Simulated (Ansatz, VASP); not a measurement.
One calculation of Ti, two programs

INCAR

```
PREC = Accurate
ENCUT = 520
EDIFF = 1E-6
ISMEAR = 0
SIGMA = 0.15
LREAL = False
LASPH = True
NELM = 100
ALGO = Fast
ISIF = 2
LWAVE = False
LCHARG = False
GGA = PS
NBANDS = 12
```

Contents of KPOINTS:

```
regular mesh
0
Gamma
  20 20 20
```

The input POSCAR:

```
Ti
1.0
   -1.7814949655      1.7814949655      1.6049504194
    1.7814949655     -1.7814949655      1.6049504194
    1.4284058733      1.4284058733     -1.6049504194
Ti
1
Direct
    0.0000000000      0.0000000000      0.0000000000
```

Input for Ansatz:

```yaml
crystal:
  lattice:
    - [-1.7814949655, 1.7814949655, 1.6049504194]
    - [1.7814949655, -1.7814949655, 1.6049504194]
    - [1.4284058733, 1.4284058733, -1.6049504194]
  atoms:
    - { symbol: Ti, position: [0.0, 0.0, 0.0] }
basis:
  ecutwfc: 520.0
kpoints:
  mp_grid: { grid: [20, 20, 20] }
hamiltonian:
  xc: pbesol
  pseudopotentials: { kind: paw, azcp: { folder: soft_1 } }
scf:
  occupations: { method: gaussian, width: 0.15 }
output:
  forces: true
  stress: true
  eigenvalues: true
```

Change from the starting cell: engineering shear strain xy -0.2200, normal strain along z +0.0000.

Alike in both runs: task single point; functional PBEsol; k mesh 20 × 20 × 20; occupations gaussian, width 0.15 eV; no spin polarisation.

|  | VASP | Ansatz |
| --- | --- | --- |
| version | VASP 6.6.1 | Ansatz 0.2.0 |
| potentials or method | VASP PAW PBE potentials, release 64 (Ti_sv) | scalar-relativistic, plane waves, PAW |
| plane-wave cutoff (eV) | 520 | 520 |
| valence electrons in the cell | 12 | 12 |

```csv
,VASP,Ansatz,Ansatz less VASP
gap on the k mesh at the Fermi level (eV),none,none,-
pressure (GPa),0.3,0.7,+0.32
largest component of the traceless stress (GPa),5.73,5.74,+0.016
```

A gap of «none» marks a metal or a gap that the smearing closes. Ansatz warned: «pseudo_functional_mismatch».

Caveats: the PAW data sets were made with another functional, which shifts forces and pressure a little (VASP).
